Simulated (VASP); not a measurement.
Set up this calculation in VASP 6.6.1, as the native input.

| Quantity | Value |
| --- | --- |
| Task | relaxation of cell and atoms |
| Functional | PBEsol |
| Potentials or basis | VASP PAW PBE potentials, release 64 (Sc_sv) |
| Cutoff | 600 eV |
| k mesh | 15 × 15 × 8 |
| Occupations | methfessel-paxton, width 0.1 eV |
| Spin | no spin polarisation |
| Further INCAR settings | ALGO = Normal; EDIFF = 1e-07; IBRION = 2; EDIFFG = -0.005; NSW = 90; ISIF = 3 |

The structure of Sc lies in POSCAR:

```
Sc                                      
1.0
    3.2771275987      0.0000000000      0.0000000000
   -1.6385637993      2.8380757519     -0.0000000000
    0.0000000000      0.0000000000      5.0782697234
  Sc            
     2
Direct
     0.3333333332999970    0.6666666667000030    0.2500000000000000
     0.6666666667000030    0.3333333332999970    0.7500000000000000
```

The input as run:

INCAR

```
SYSTEM = Sc
PREC = Accurate ; ENCUT = 600
EDIFF = 1E-7 ; ISMEAR = 1
SIGMA = 0.1 ; LREAL = .FALSE.
LASPH = .TRUE. ; NELM = 80
ALGO = Normal ; ISIF = 3
LWAVE = .FALSE. ; LCHARG = .FALSE.
GGA = PS ; IBRION = 2
NSW = 90 ; EDIFFG = -0.005
```

KPOINTS

```
Automatic mesh
0
G
  15 15 8
  0 0 0
```

Potentials or basis: VASP PAW PBE potentials, release 64 (Sc_sv).

Command:

```console
$ cat potpaw_PBE.64/Sc_sv/POTCAR > POTCAR
$ mpirun -np 1 vasp_std > vasp.out
```

Results of the run:

```yaml
Relaxed_volume: 23.64 Å³/atom
Relaxed_cell: a = 3.278 Å, b = 3.278 Å, c = 5.080 Å, α = 90.00°, β = 90.00°, γ = 120.00°
Space_group_after_relaxing_to_0.05_Å: P6_3/mmc (No. 194)
Energy_gained_by_relaxing: 0.0 meV/atom
Ionic_steps: 2
Pressure_after_relaxing: 0.0 GPa
Band_gap_on_the_k_mesh: none (metal or under the smearing width)
```

Caveat: the PAW data sets were made with another functional, which shifts forces and pressure a little.

It took 2.4 min on 1 thread of Intel(R) Xeon(R) Platinum 8259CL CPU @ 2.50GHz (Skylake/Cascade Lake), with other jobs on the host, peak memory 0.25 GiB.
